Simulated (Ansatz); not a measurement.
# How BeS absorbs and reflects light

Aim: the dielectric function of BeS, and the optical constants that follow from it. The cell comes from an older database entry, whose edges can differ from later determinations, mostly by under a per cent.

Main program and level: Ansatz 0.2.0; DFT, PBE, plane-wave PAW, default files, scalar-relativistic, independent-particle optical response without local fields.

Report form: the programs' logs are mostly left out.

The database entry behind the starting cell differs from later determinations by our own check (0.1 to 0.3 % short, probably kX units), so it need not match the best structure at ambient conditions.

### Step 1. Starting point

Symmetry: F-43m, No. 216, cubic system. Conventional cell: a = 4.850 Å, b = 4.850 Å, c = 4.850 Å, α = 90.00°, β = 90.00°, γ = 90.00°. Nearest to S lie 4 Be at 2.10 Å. Be has 4 S at 2.10 Å nearest. Farther neighbours and most contacts between anions are not listed.

### Step 2. Ground state and bands

The self-consistent density comes first; it also tells whether there is a gap, which decides the occupations and the need for a Drude term.

This step: DFT, PBE, plane-wave PAW, default files, scalar-relativistic, ground state (Ansatz 0.2.0).

input.yaml

```yaml
crystal:
  lattice:
    - [0.0, 2.425, 2.425]
    - [2.425, 0.0, 2.425]
    - [2.425, 2.425, 0.0]
  atoms:
    - { symbol: S, position: [0.75, 0.75, 0.75] }
    - { symbol: Be, position: [0.0, 0.0, 0.0] }
kpoints:
  mp_grid: { grid: [8, 8, 8] }
  band_path:
    path:
      - [[0.0, 0.0, 0.0], [0.5, 0.0, 0.5], [0.5, 0.25, 0.75], [0.375, 0.375, 0.75], [0.0, 0.0, 0.0], [0.5, 0.5, 0.5], [0.625, 0.25, 0.625], [0.5, 0.25, 0.75], [0.5, 0.5, 0.5], [0.375, 0.375, 0.75]]
      - [[0.625, 0.25, 0.625], [0.5, 0.0, 0.5]]
    npoints: 6
scf:
  occupations: { method: fermi_dirac, width: 0.05 }
  n_extra_bands: 6
hamiltonian:
  xc: pbe
  pseudopotentials: { kind: paw }
output:
  forces: true
  stress: true
  populations: true
  write_bands: true
  write_density: true
  write_potential: true
  elf: true
  volumetric_format: npy
```

On the command line:

```sh
$ ansatz run input.yaml --threads 4 --pin off --max-ram 8192MiB --backend cpu --events-out ev --progress --plain --runs-dir out
```

Elapsed: 0.36 s, on 4 threads of Intel Xeon 6975P-C (Granite Rapids), shared host; peak memory 0.31 GiB.

Numbers from this step:

```
free energy                  : -996.9633 eV
Fermi energy                 : 6.898 eV
gap by band count            : 3.110 eV
electrons                    : 8
symmetry operations          : 24
pressure                     : 1.545 GPa
gap on the k-mesh            : 3.110 eV
volume                       : 28.52 Å³
gap on the path              : 3.110 eV
least direct gap on the path : 5.652 eV
```

There is a gap, 3.11 eV on the path, so no carriers' term is needed. The cell is left with a pressure of 1.5 GPa, as it stands unrelaxed at this level.

Electronic bands along the path, in eV, zero at the Fermi level; v1 is the highest filled band, c1 the lowest empty one:

| point | v3 | v2 | v1 | c1 | c2 | c3 | c4 |
| --- | --- | --- | --- | --- | --- | --- | --- |
| Γ | -1.56 | -1.56 | -1.56 | 4.09 | 4.09 | 4.09 | 4.33 |
| halfway | -4.29 | -3.17 | -3.17 | 2.88 | 5.03 | 7.12 | 7.12 |
| X | -6.58 | -4.20 | -4.20 | 1.55 | 3.34 | 11.17 | 11.17 |
| halfway | -6.33 | -4.69 | -4.58 | 2.79 | 4.38 | 9.53 | 9.78 |
| W | -5.81 | -5.42 | -4.90 | 4.90 | 6.50 | 6.87 | 7.26 |
| halfway | -6.01 | -5.55 | -4.28 | 3.70 | 6.03 | 7.92 | 8.52 |
| K | -6.11 | -5.66 | -3.75 | 2.80 | 5.93 | 8.96 | 9.77 |
| halfway | -5.09 | -3.70 | -2.15 | 4.75 | 5.32 | 5.66 | 7.09 |
| Γ | -1.56 | -1.56 | -1.56 | 4.09 | 4.09 | 4.09 | 4.33 |
| halfway | -4.86 | -2.15 | -2.15 | 3.99 | 4.99 | 4.99 | 7.71 |
| L | -7.34 | -2.59 | -2.59 | 3.91 | 4.98 | 4.98 | 9.66 |
| halfway | -6.94 | -4.10 | -3.09 | 3.82 | 6.12 | 6.38 | 8.88 |
| U | -6.11 | -5.66 | -3.75 | 2.80 | 5.93 | 8.96 | 9.77 |
| halfway | -6.01 | -5.55 | -4.28 | 3.70 | 6.03 | 7.92 | 8.52 |
| W | -5.81 | -5.42 | -4.90 | 4.90 | 6.50 | 6.87 | 7.26 |
| halfway | -6.81 | -4.33 | -3.40 | 4.52 | 5.01 | 7.54 | 8.91 |
| L | -7.34 | -2.59 | -2.59 | 3.91 | 4.98 | 4.98 | 9.66 |
| halfway | -6.94 | -4.10 | -3.09 | 3.82 | 6.12 | 6.38 | 8.88 |
| K | -6.11 | -5.66 | -3.75 | 2.80 | 5.93 | 8.96 | 9.77 |
| jump to U | -6.11 | -5.66 | -3.75 | 2.80 | 5.93 | 8.96 | 9.77 |
| halfway | -6.45 | -4.75 | -4.08 | 2.07 | 3.97 | 10.43 | 10.71 |
| X | -6.58 | -4.20 | -4.20 | 1.55 | 3.34 | 11.17 | 11.17 |

ELF in the ac plane of a cell with a along [110], b along [-110] and c along [001] of the cube at fractional y = 0.000, with atoms of S and Be within 0.2 Å of it. It is the smooth field of the valence electrons, not physical close to the nuclei.

Ten even steps from '_' (0.01) to '@' (0.91), each cell a mean:
```
____::--------::______..----------..__
......________............______......
::::..________..::::::..__________..::
....____________......______________..
______________________________________
______..----..__________..::--::..____
____::++####++::______..==####**==..__
__::**%%%%%%%%**::__..==##%%%%%%##==__
..==####==++####==..::**%%**==**%%**::
::**@@##....##@@**::==%%%%==__==%%%%==
--%%@@@@++++@@@@##--++@@@@##==##@@@@++
..**@@@@@@@@@@@@**..--@@@@@@%%@@@@%%--
__::##%%%%%%%%##::____++%%%%%%%%%%==__
```

Electrostatic potential energy in the ac plane of a cell with a along [110], b along [-110] and c along [001] of the cube at fractional y = 0.000, with atoms of S and Be within 0.2 Å of it. With pseudopotentials it is smooth inside the atoms' cores, unlike the true potential.

Ten even steps from '0' (-33 eV) to '9' (10 eV), each cell a mean:
```
0379999730158999851
5789999875689999985
8999999998899999998
9999999999999999999
9999999999999999999
9999999999999999999
9999889999999989999
9986446999998545899
9972002799985000589
9960221699983130389
7872002787884010588
2576346752377535763
0278888720058888850
```

### Step 3. Spectrum

With the density converged, the vertical transitions are summed over the zone.

This step: DFT, PBE, plane-wave PAW, default files, scalar-relativistic, independent-particle optical response without local fields (Ansatz 0.2.0).

input.yaml, the sections that differ from step 2:

```yaml
kpoints:
  mp_grid: { grid: [8, 8, 8] }
scf:
  occupations: { method: fixed }
output:
  optics:
    e_range: [0, 22]
    de: 0.05
    sigma: 0.15
    nscf_kmesh: { grid: [12, 12, 12] }
    bands: { spectra_wanted_up_to: 22 }
# crystal, hamiltonian: as in step 2
```

It took 2.5 s on 4 threads; peak memory 0.47 GiB.

This step gave:

```
electronic dielectric constant ε∞, mean over x, y and z (by symmetry where fewer were run) : 5.724
absorption onset, first axis (α over 10⁴ cm⁻¹, or the direct gap if that lies higher)      : 5.652 eV
main peak of Im epsilon, first axis                                                        : 6.943 eV
least direct gap on the mesh                                                               : 5.652 eV
bands summed                                                                               : 22
spectra valid up to                                                                        : 32.16 eV
program's estimate of the k-sum error in Im epsilon                                        : 0.06 %
electrons in the f-sum                                                                     : 6.921
```

The Im ε, any direction by photon energy; read off at these points:

photon energy (eV), Im ε, any direction and a bar:
```
      5.0        0.0 
      5.5        0.4 
      6.0        9.2 ###########
      6.5       16.3 ####################
      7.0       24.5 ##############################
      7.5       14.1 #################
      8.0       10.9 #############
      8.5        8.5 ##########
      9.0        6.2 ########
      9.5        4.6 ######
     10.0        3.5 ####
     10.5        2.7 ###
     11.0        2.2 ###
     11.5        2.3 ###
     12.0        1.9 ##
     12.5        1.7 ##
     13.0        1.5 ##
     13.5        1.2 #
     14.0        1.0 #
     14.5        0.9 #
     15.0        0.8 #
     15.5        0.6 #
     16.0        0.6 #
     16.5        0.5 #
     17.0        0.5 #
     17.5        0.4 #
     18.0        0.4 
     18.5        0.3 
     19.0        0.3 
     19.5        0.4 
     20.0        0.4 
     20.5        0.2 
     21.0        0.2 
     21.5        0.2 
     22.0        0.1
```

The Re ε, any direction by photon energy:

photon energy (eV), Re ε, any direction and a bar from the least value:
```
        0        5.7 ##############
        1        5.8 ##############
        2        6.1 ##############
        3        6.7 ###############
        4        7.8 ################
        5       10.4 ####################
        6       18.2 ##############################
        7        1.1 ########
        8       -4.0 #
        9       -4.7 
       10       -3.6 #
       11       -2.2 ###
       12       -2.0 ####
       13       -1.7 ####
       14       -1.3 #####
       15       -1.0 #####
       16       -0.7 #####
       17       -0.5 ######
       18       -0.3 ######
       19       -0.1 ######
       20       -0.2 ######
       21        0.0 ######
       22        0.1 ######
```

Values under 1 per cm are given as 1. Absorption coefficient, any direction against photon energy:

| photon energy (eV) | absorption coefficient, any direction (1/cm) |
| --- | --- |
| 0.00 | 1 |
| 1.00 | 1 |
| 2.00 | 1 |
| 3.00 | 1 |
| 4.00 | 1 |
| 5.00 | 1 |
| 6.00 | 6.4e5 |
| 7.00 | 2.4e6 |
| 8.00 | 2.3e6 |
| 9.00 | 2.3e6 |
| 10.00 | 2.1e6 |
| 11.00 | 1.8e6 |
| 12.00 | 1.9e6 |
| 13.00 | 1.9e6 |
| 14.00 | 1.7e6 |
| 15.00 | 1.6e6 |
| 16.00 | 1.4e6 |
| 17.00 | 1.3e6 |
| 18.00 | 1.2e6 |
| 19.00 | 9.2e5 |
| 20.00 | 1.0e6 |
| 21.00 | 6.1e5 |
| 22.00 | 3.0e5 |

The loss function −Im 1/ε at q → 0, any direction has structure finer than the step of the table below, so its rows give means over 0.5 eV, whole bins alone (the curve runs from 0 to 22 eV). Peaks (eV: height): 20.80: 6.03, 21.70: 7.62.

Table of loss function −Im 1/ε at q → 0, any direction by energy loss; means over each step:

energy loss (eV), loss function −Im 1/ε at q → 0, any direction and a bar:
```
      5.0       0.00 
      5.5       0.00 
      6.0       0.02 
      6.5       0.03 
      7.0       0.04 
      7.5       0.07 
      8.0       0.08 
      8.5       0.09 
      9.0       0.10 
      9.5       0.12 #
     10.0       0.14 #
     10.5       0.17 #
     11.0       0.22 #
     11.5       0.23 #
     12.0       0.25 #
     12.5       0.30 #
     13.0       0.30 #
     13.5       0.32 ##
     14.0       0.37 ##
     14.5       0.44 ##
     15.0       0.51 ##
     15.5       0.58 ###
     16.0       0.71 ###
     16.5       0.86 ####
     17.0       1.03 #####
     17.5       1.26 ######
     18.0       1.54 #######
     18.5       2.02 ##########
     19.0       2.68 #############
     19.5       2.55 ############
     20.0       2.46 ############
     20.5       4.31 ####################
     21.0       5.32 #########################
     21.5       6.34 ##############################
```

The reflectivity at normal incidence, any direction has structure finer than the step of the table below, so its rows give means over 0.5 eV, whole bins alone (the curve runs from 0 to 22 eV). Peaks (eV: height): 7.10: 57.2, 9.85: 56.4, 13.60: 53.1, 20.45: 46.0, 21.60: 33.7.

The reflectivity at normal incidence, any direction by photon energy; means over each step:

| photon energy (eV) | reflectivity at normal incidence, any direction (%) |
| --- | --- |
| 0.5 | 16.9 |
| 1.0 | 17.1 |
| 1.5 | 17.4 |
| 2.0 | 17.9 |
| 2.5 | 18.6 |
| 3.0 | 19.5 |
| 3.5 | 20.7 |
| 4.0 | 22.3 |
| 4.5 | 24.5 |
| 5.0 | 27.9 |
| 5.5 | 34.4 |
| 6.0 | 41.4 |
| 6.5 | 45.9 |
| 7.0 | 54.7 |
| 7.5 | 51.6 |
| 8.0 | 53.0 |
| 8.5 | 54.9 |
| 9.0 | 56.0 |
| 9.5 | 56.3 |
| 10.0 | 56.3 |
| 10.5 | 55.5 |
| 11.0 | 50.3 |
| 11.5 | 49.4 |
| 12.0 | 50.4 |
| 12.5 | 47.9 |
| 13.0 | 50.1 |
| 13.5 | 52.7 |
| 14.0 | 52.3 |
| 14.5 | 51.6 |
| 15.0 | 49.9 |
| 15.5 | 51.0 |
| 16.0 | 48.9 |
| 16.5 | 47.4 |
| 17.0 | 46.2 |
| 17.5 | 44.5 |
| 18.0 | 42.9 |
| 18.5 | 41.9 |
| 19.0 | 33.8 |
| 19.5 | 29.7 |
| 20.0 | 34.8 |
| 20.5 | 43.2 |
| 21.0 | 30.3 |
| 21.5 | 32.2 |

At chosen wavelengths:

| wavelength (nm) | n | k | R (%) | 1/α |
| --- | --- | --- | --- | --- |
| 1550 | 2.40 | 0.000 | 17.0 | over 1 mm |
| 800 | 2.44 | 0.000 | 17.5 | over 1 mm |
| 532 | 2.50 | 0.000 | 18.4 | over 1 mm |
| 450 | 2.55 | 0.000 | 19.0 | over 1 mm |
| 308 | 2.80 | 0.000 | 22.4 | over 1 mm |
| 248 | 3.23 | 0.000 | 27.8 | over 1 mm |
| 193 | 4.30 | 1.733 | 44.7 | 8.9 nm |

Rows near the edge hang on the gap, which this functional as a rule makes too small, and phonon-assisted absorption is left out.

Through 1 µm of it, D65 light comes out colourless, dimmed by reflection (x = 0.314, y = 0.331; 69 % transmitted).

The f-sum over the summed bands holds 6.9 of the cell's 8 electrons outside the frozen cores, 2 of which lie in bands more than 12 eV below the Fermi level, whose transitions come at higher energies. Up to 22 eV the strength has a mean oscillator energy of 8.3 eV, close to the main peak.

### Step 4. Static response with local fields

A static field by perturbation theory: the induced potential is included, and the Born charges come with it.

This step: DFT, PBE, plane-wave PAW, default files, scalar-relativistic, static field response by perturbation theory with local fields (Ansatz 0.2.0).

input.yaml, the sections that differ from step 3:

```yaml
dielectric: {}
# crystal, kpoints, scf, hamiltonian: as in step 3
# output: removed
```

It took 2.5 s on 4 threads; peak memory 0.38 GiB.

Read-outs, printed or worked out from the files:

| Property | Result |
| --- | --- |
| electronic dielectric constant ε∞, mean over x, y and z (by symmetry where fewer were run) | 5.272 |

ε∞ with local fields:

```
5.27 0.00 0.00
0.00 5.27 0.00
0.00 0.00 5.27
```

Diagonal elements. Born, by row:

| atom | Z*xx (e) | Z*yy (e) | Z*zz (e) |
| --- | --- | --- | --- |
| S1 | -1.602 | -1.602 | -1.602 |
| Be2 | 1.602 | 1.602 | 1.602 |

Mean Born charges are S -1.60 and Be +1.60, against formal valences of -2 and +2. They fall short of the ionic values, as in covalent bonds.

### Step 5. Outcome

| Property | Result |
| --- | --- |
| gap on the path | 3.11 eV |
| least direct gap on the path | 5.65 eV |
| electronic dielectric constant ε∞, mean over x, y and z (by symmetry where fewer were run) (independent particles) | 5.72 |
| absorption onset, first axis (α over 10⁴ cm⁻¹, or the direct gap if that lies higher) | 5.65 eV |
| main peak of Im epsilon, first axis | 6.94 eV |
| electronic dielectric constant ε∞, mean over x, y and z (by symmetry where fewer were run) (static response with local fields) | 5.27 |

**Reading.** At this level (PBE, independent particles) BeS has ε∞ = 5.72 (5.27 with local fields) and n = 2.40 at 1550 nm; absorption sets in near 5.7 eV, and Im ε peaks at 6.9 eV. The gap is indirect (3.11 eV), so absorption without phonons can begin only at the direct gap of 5.65 eV. Lines 0.15 eV wide carry a tail of absorption under the direct gap, past the threshold already at 5.44 eV. Absorption passes 10⁴ cm⁻¹ from the direct gap on, 5.65 eV, in the ultraviolet, so the visible is passed. The f-sum over the summed bands holds 6.9 of the cell's 8 electrons outside the frozen cores, 2 of which lie in bands more than 12 eV below the Fermi level, whose transitions come at higher energies. Up to 22 eV the strength has a mean oscillator energy of 8.3 eV, close to the main peak. Through 1 µm of it, D65 light comes out colourless, dimmed by reflection (x = 0.314, y = 0.331; 69 % transmitted). With local fields and the functional's kernel the static response is 5.27 against 5.72 for independent particles (-8 %). In the base spectrum excitons and phonon-assisted transitions are missing, and so are local fields; PBE gaps are as a rule too small, which pulls the onset down and ε∞ up. In the base run ε includes the program's bounded estimate of what the bands above those summed add.

[Logs are printed without paths, hosts, clocks, repeated set-up lines and the standing remarks that a program may print on its own settings, such as how far it seeks lower states.]

[Hosts, paths, dates, database ids (printed as entryN), source tags and the programs' standing remarks are cut or masked in the printed files.]
